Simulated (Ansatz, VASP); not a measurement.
SiO2: VASP beside Ansatz

The input INCAR:

```
SYSTEM = SiO2
  PREC = Accurate
  ENCUT = 520
  EDIFF = 1E-6
  ISMEAR = 0
  SIGMA = 0.05
  LREAL = .FALSE.
  LASPH = .TRUE.
  NELM = 80
  ALGO = Normal
  ISIF = 2
  LWAVE = .FALSE.
  LCHARG = .FALSE.
  GGA = CA
  NBANDS = 25
```

Contents of KPOINTS:

```
Automatic mesh
0
G
  6 6 8
  0 0 0
```

POSCAR

```
SiO2
1.0
    4.0804000000      0.0000000000      0.0000000000
    0.0000000000      4.0804000000      0.0000000000
    0.0000000000      0.0000000000      2.4058000000
Si O
2 4
Direct
    0.5000000000      0.5000000000      0.5000000000
    0.0000000000      0.0000000000      0.0000000000
    0.6944252994      0.6944252994      0.0000000000
    0.1944252994      0.8055747006      0.5000000000
    0.3055747006      0.3055747006      0.0000000000
    0.8055747006      0.1944252994      0.5000000000
```

Input for Ansatz:

```yaml
crystal:
  lattice:
    - [4.0804, 0.0, 0.0]
    - [0.0, 4.0804, 0.0]
    - [0.0, 0.0, 2.4058]
  atoms:
    - { symbol: Si, position: [0.5, 0.5, 0.5] }
    - { symbol: Si, position: [0.0, 0.0, 0.0] }
    - { symbol: O, position: [0.6944252994, 0.6944252994, 0.0] }
    - { symbol: O, position: [0.1944252994, 0.8055747006, 0.5] }
    - { symbol: O, position: [0.3055747006, 0.3055747006, 0.0] }
    - { symbol: O, position: [0.8055747006, 0.1944252994, 0.5] }
basis:
  ecutwfc: 520.0
kpoints:
  mp_grid: { grid: [6, 6, 8] }
hamiltonian:
  xc: lda
  pseudopotentials: { kind: paw, azcp: { folder: soft_1 } }
scf:
  occupations: { method: gaussian, width: 0.05 }
output:
  forces: true
  stress: true
  eigenvalues: true
```

Alike in both runs: task single point; functional LDA; k mesh 6 × 6 × 8; occupations gaussian, width 0.05 eV; no spin polarisation.

|  | VASP | Ansatz |
| --- | --- | --- |
| version | VASP 6.6.1 | Ansatz 0.2.0 |
| potentials or method | VASP PAW LDA potentials, release 64 (Si, O) | scalar-relativistic, plane waves, PAW |
| plane-wave cutoff (eV) | 520 | 520 |
| valence electrons in the cell | 32 | 32 |

|  | VASP | Ansatz | Ansatz less VASP |
| --- | --- | --- | --- |
| gap on the k mesh at the Fermi level (eV) | 8.41 | 8.46 | +0.050 |
| least direct gap on the mesh (eV) | 8.41 | 8.46 | +0.050 |
| rms of the force components (eV/Å) | 0.558 | 0.515 | -0.0431 |

Atom by atom the forces differ by 0.043 eV/Å (rms over components). Ansatz warned: «pseudo_functional_mismatch».

Caveats: forces of over 1 eV/Å show positions far from the minimum, so gaps and moduli don't describe the material at rest. A k mesh can miss the band edges. LDA gaps usually lie below the measured ones, often by a third to a half.
